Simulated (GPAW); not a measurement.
SnTe in GPAW: the effect of functional

SnTe:

```xyz
2
Lattice="0.0000 3.1509 3.1509 3.1509 0.0000 3.1509 3.1509 3.1509 0.0000" Properties=species:S:1:pos:R:3 pbc="T T T"
Te    3.1509    3.1509    3.1509
Sn    0.0000    0.0000    0.0000
```

Alike in all runs:

```yaml
Program: GPAW 26.7.0
Task: dielectric tensor
Cutoff: 400 eV
Basis: pw
k_mesh: 6 × 6 × 6
Occupations: fermi-dirac, width 0.001 eV
Spin: no spin polarisation
```

```tsv
functional	potentials or basis	dielectric constant (mean)
LDA	the program's PAW data sets (release 1.2.1) made for this functional	74.77
AM05	PAW data sets generated in the run's folder for this functional	70.55
PBEsol	PAW data sets generated in the run's folder for this functional	68.21
PBE	GPAW PAW data sets (gpaw-data 1.2.1)	?
RPBE	the program's PAW data sets (release 1.2.1) made for this functional	91.17
GLLB-SC	the program's PAW data sets (release 1.2.1) made for this functional	2904.62
```

Question: What does the run with functional PBE give?

Answer: Dielectric constant 76.45 mean.

Caveats: the long-wavelength limit can be off by a per cent or two; a model potential gives levels but no total energy (some runs); response on these states lacks terms of the Hamiltonian (some runs).
